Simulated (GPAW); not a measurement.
Runs of GPAW 26.7.0 on BN. The structure is cubic, space group F-43m (No. 216). Conventional cell: a = 3.626 Å, b = 3.626 Å, c = 3.626 Å, α = 90.00°, β = 90.00°, γ = 90.00°. N (site symmetry -43m) has 4 B at 1.57 Å as nearest neighbours. Around B (site symmetry -43m) lie 4 N at 1.57 Å. The cell is a database's computed one.

| task | level | potentials or basis | smearing | response ecut | maxiter | response k mesh | response bands | kernels | gap on the mesh (eV) |
| --- | --- | --- | --- | --- | --- | --- | --- | --- | --- |
| dielectric tensor | LDA | the program's PAW data sets (release 1.2.1) made for this functional, pw | fermi-dirac 0.001 eV | 80 eV | 150 | 32 × 32 × 32 | 24 | ["RPA"] | 4.33 |
| single point | PBE | GPAW PAW data sets (gpaw-data 1.2.1), pw | fermi-dirac 0.05 eV | - | 120 | - | - | - | 4.44 |
| dielectric tensor | PBEsol | PAW data sets generated in the run's folder for this functional, pw | fermi-dirac 0.001 eV | 80 eV | 150 | 32 × 32 × 32 | 24 | ["RPA"] | 4.26 |
| dielectric tensor | AM05 | PAW data sets generated in the run's folder for this functional, pw | fermi-dirac 0.001 eV | 80 eV | 150 | 32 × 32 × 32 | 24 | ["RPA"] | (a) |
| dielectric tensor | PBE | GPAW PAW data sets (gpaw-data 1.2.1), pw | fermi-dirac 0.001 eV | 80 eV | 150 | 32 × 32 × 32 | 24 | ["RPA"] | 4.44 |
| dielectric tensor | RPBE | the program's PAW data sets (release 1.2.1) made for this functional, pw | fermi-dirac 0.001 eV | 80 eV | 150 | 32 × 32 × 32 | 24 | ["RPA"] | 4.48 |

Alike in all rows: no spin polarisation; cell as given; k mesh 10 × 10 × 10; cutoff (eV) 600.

Q: Fill in the values left out.

A: (a) 4.28.

Caveats: the long-wavelength limit can be off by a per cent or two (some runs).

A k mesh can miss the band edges.
